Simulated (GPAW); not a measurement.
Runs of GPAW 26.7.0 on Co. It takes space group P6_3/mmc (No. 194, hexagonal). Conventional cell: a = 2.472 Å, b = 2.472 Å, c = 4.021 Å, α = 90.00°, β = 90.00°, γ = 120.00°. Around Co (site symmetry -6m2) lie 12 Co at 2.47 Å. 

| task | level | potentials or basis | U | cell | maxiter | optimizer | fmax | max steps | band path | other keys | gap on the mesh (eV) | pressure (GPa) | moment (μB) | V0 of scaled cells (Å³/atom) | B0 (GPa) |
| --- | --- | --- | --- | --- | --- | --- | --- | --- | --- | --- | --- | --- | --- | --- | --- |
| relaxation of cell and atoms | PBE+D4 | GPAW PAW data sets (gpaw-data 1.2.1), pw | - | relaxed | 150 | FIRE | 0.02 eV/Å | 100 | - | - | none | 0.2 | (b) | - | - |
| band structure | TASK | GPAW PAW data sets (gpaw-data 1.2.1), pw | - | as given | 150 | - | - | - | GMKGALHA,LM,KH | - | - | 7.0 | 3.74 | - | - |
| band structure | LDA+U | the program's PAW data sets (release 1.2.1) made for this functional, pw | Co d U = 6.2 eV | as given | 150 | - | - | - | GMKGALHA,LM,KH | - | - | -2.0 | (a) | - | - |
| single point | PBE | GPAW PAW data sets (gpaw-data 1.2.1), pw | - | as given | 50 | - | - | - | - | several, not listed | none | 3.7 | 3.07 | - | - |
| equation of state | PBE | JTH PAW 2.0, PBE, pw | - | as given | 150 | - | - | - | - | - | - | - | - | 10.83 | (c) |
| band structure | SCAN | GPAW PAW data sets (gpaw-data 1.2.1), pw | - | as given | 150 | - | - | - | GMKGALHA,LM,KH | - | - | -3.0 | 3.52 | - | - |
| band structure | PBEsol | PAW data sets generated in the run's folder for this functional, pw | - | as given | 150 | - | - | - | GMKGALHA,LM,KH | - | - | -6.4 | 3.07 | - | - |
| band structure | PBE | GPAW PAW data sets (gpaw-data 1.2.1), pw | - | as given | 150 | - | - | - | GMKGALHA,LM,KH | - | - | 3.7 | 3.07 | - | - |
| equation of state | BEEF-vdW | GPAW PAW data sets (gpaw-data 1.2.1), pw | - | as given | 150 | - | - | - | - | - | - | - | - | (d) | 196 |

Alike in all rows: spin collinear, ferromagnetic start; k mesh 9 × 9 × 5; cutoff (eV) 600; smearing fermi-dirac 0.05 eV.

Fill in the values left out.

(a) 4.00; (b) 3.06; (c) 220; (d) 11.18.

Caveats: the PAW data sets were made with another functional, which shifts forces and pressure a little (some runs); the cell was scaled at fixed shape and fractional positions, which overstates the stiffness of a crystal with free parameters, most of all of layers and chains (some runs); each step starts from the last one's moments, so a moment once lost doesn't come back (some runs); later steps reuse the first step's grids (some runs); pairwise dispersion overbinds metals, which lowers pressure and volume (some runs); the U is typed as a test and isn't derived for this compound (some runs); the program truncates these outside data sets (some runs).

A gap of «none» marks a metal or a gap under the smearing width.
